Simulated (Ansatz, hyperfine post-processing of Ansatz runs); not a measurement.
# LiMn3O4F2: isotropic lines and sites in a paramagnetic 7Li spectrum

Calculated values: DFT, PBEsol+U, plane-wave PAW, default files (PAW set soft_2), collinear spin, scalar-relativistic (Ansatz), contact and point-dipole shifts scaled to 298 K with Θ = 0 K (a pure Curie law); spin-only moments, above the ordering temperature.

```cif
data_structure
_symmetry_space_group_name_H-M 'P 1'
_symmetry_Int_Tables_number 1
_cell_length_a 4.9274
_cell_length_b 5.2739
_cell_length_c 5.3802
_cell_angle_alpha 63.217
_cell_angle_beta 89.162
_cell_angle_gamma 63.941
_cell_volume 109.16
loop_
_atom_site_label
_atom_site_type_symbol
_atom_site_fract_x
_atom_site_fract_y
_atom_site_fract_z
_atom_site_occupancy
Mn1 Mn 0.65235 0.70476 0.96469 1
Mn2 Mn 0.31807 0.31842 0.03554 1
Mn3 Mn 0.14844 0.70631 0.44430 1
F4 F 0.57487 0.19245 0.72377 1
F5 F 0.71633 0.18345 0.24908 1
O6 O 0.02031 0.53544 0.24660 1
O7 O 0.95209 0.51330 0.76231 1
O8 O 0.30042 0.74666 0.75938 1
O9 O 0.37857 0.87931 0.18414 1
Li10 Li 0.93855 0.21991 0.63020 1
```

7Li MAS at 7.05 T (116.7 MHz), 40 kHz, 298 K; contact and dipolar shift alone, no orbital or quadrupolar part; lines under 1.5 % of the strongest are left out. Lines of the NMR spectrum (strongest = 100):

```tsv
position (ppm)	intensity
419.1	3.1
762.0	20
1104.8	100
1447.7	18
1790.6	4.0
```

Q: Find the isotropic shifts among the lines and assign them to the Li sites.

Sidebands are spaced by 343 ppm (the spinning rate over the resonance of 116.7 MHz). An isotropic line need not be the tallest: it is the area-weighted centre of its own family of sidebands, and the one that stays put when the rate is changed. Isotropic shifts: 1105 ppm for atom 10 (12 Mn through links of 81 to 141° (15)), reduced anisotropy 493 ppm.

[Logs are printed without paths, hosts, clocks, repeated set-up lines and the standing remarks that a program may print on its own settings, such as how far it seeks lower states.]

[Hosts, paths, dates, database ids (printed as entryN), source tags and the programs' standing remarks are cut or masked in the printed files.]
